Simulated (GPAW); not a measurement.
CdSe (Cadmoselite):

```xyz
4
Lattice="4.3000 0.0000 0.0000 -2.1500 3.7239 0.0000 0.0000 0.0000 7.0200" Properties=species:S:1:pos:R:3 pbc="T T T"
Cd    2.1500    1.2413    3.5100
Cd    0.0000    2.4826    0.0000
Se    2.1500    1.2413    6.2127
Se    0.0000    2.4826    2.7027
```

```yaml
Program: GPAW 26.7.0
Task: relaxation of cell and atoms
Functional: PBEsol
Dispersion: D3(BJ)+ATM
Potentials_or_basis: PAW data sets generated in the run's folder for this functional
Cutoff: 600 eV
Basis: pw
k_mesh: 5 × 5 × 3
Occupations: fermi-dirac, width 0.05 eV
Spin: no spin polarisation
```

At the start: pressure -1.5 GPa; volume 28.10 Å³/atom.

Task: Where does the relaxation end?

Result: Over 9 steps the energy falls by 8.8 meV/atom and the volume is 27.27 Å³/atom (-3.0 %); space group P6_3mc (No. 186, to 0.05 Å).

The path:
| step | energy change (eV) | largest force (eV/Å) | pressure (GPa) | volume (Å³) |
| --- | --- | --- | --- | --- |
| 1 | 0.0000 | 0.2692 | -1.48 | 112.41 |
| 2 | -0.0076 | 0.2380 | -1.37 | 112.10 |
| 3 | -0.0317 | 0.1165 | -0.13 | 109.41 |
| 4 | -0.0337 | 0.0136 | -0.41 | 109.91 |
| 5 | -0.0341 | 0.0176 | -0.33 | 109.77 |
| 6 | -0.0349 | 0.0077 | 0.00 | 109.12 |
| 7 | -0.0350 | 0.0045 | 0.04 | 109.05 |
| 8 | -0.0350 | 0.0112 | 0.03 | 109.05 |
| 9 | -0.0351 | 0.0157 | 0.03 | 109.06 |

Final structure:
```
Cd Se
1.0
     4.26401    0.00000    0.00000
    -2.13201    3.69274    0.00000
     0.00000    0.00000    6.92656
Cd Se
2 2
Direct
  0.66667 0.33333 0.50399
  0.33333 0.66667 0.00399
  0.66667 0.33333 0.88101
  0.33333 0.66667 0.38101
```

Caveat: later steps reuse the first step's grids.
